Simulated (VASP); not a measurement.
Runs of VASP 6.6.1 on GaAs. It takes space group F-43m (No. 216, cubic). Conventional cell: a = 5.654 Å, b = 5.654 Å, c = 5.654 Å, α = 90.00°, β = 90.00°, γ = 90.00°. As (site symmetry -43m) is surrounded by 4 Ga at 2.45 Å. Ga (site symmetry -43m) has 4 As at 2.45 Å as nearest neighbours. 

| task | level | spin | cell | k mesh | cutoff (eV) | smearing | grid for exact exchange (PRECFOCK) | exchange at q = 0 | mesh quality | gap on the mesh (eV) | pressure (GPa) |
| --- | --- | --- | --- | --- | --- | --- | --- | --- | --- | --- | --- |
| band structure | PBE0 | off | as given | 4 × 4 × 4 | 520 | fermi-dirac 0.05 eV | Fast | truncated | coarse | 2.15 | 1.0 |
| band structure | r2SCAN | SOC, no magnetisation | as given | 6 × 6 × 6 | 520 | fermi-dirac 0.05 eV | - | - | not flagged | - | 0.6 |
| relaxation of cell and atoms | B3LYP | off | relaxed | 4 × 4 × 4 | 600 | fermi-dirac 0.05 eV | Normal | truncated | coarse | 1.14 | 0.0 |
| band structure | rSCAN | off | as given | 8 × 8 × 8 | 520 | fermi-dirac 0.05 eV | - | - | not flagged | (a) | 0.6 |
| band structure | r2SCAN | off | as given | 8 × 8 × 8 | 520 | fermi-dirac 0.05 eV | - | - | not flagged | 1.00 | 0.6 |
| single point | PBE | off | as given | 8 × 8 × 8 | 520 | gaussian 0.012 eV | - | - | not flagged | 0.52 | 3.5 |
| single point | PBE0 | SOC, no magnetisation | as given | 4 × 4 × 4 | 520 | fermi-dirac 0.05 eV | Fast | default | coarse | - | 1.0 |
| single point | PBE | off | as given | 8 × 8 × 8 | 520 | gaussian 0.014 eV | - | - | not flagged | 0.52 | 3.5 |

Alike in all rows: potentials or basis VASP PAW PBE potentials, release 64 (As, Ga_d).

Question: Estimate the missing entries.

Answer: (a) 0.96.

Caveats: some runs use coarse meshes; the PAW data sets were made with another functional, which shifts forces and pressure a little (some runs).

A k mesh can miss the band edges, and rows without SOC leave out spin-orbit coupling on As, Ga.
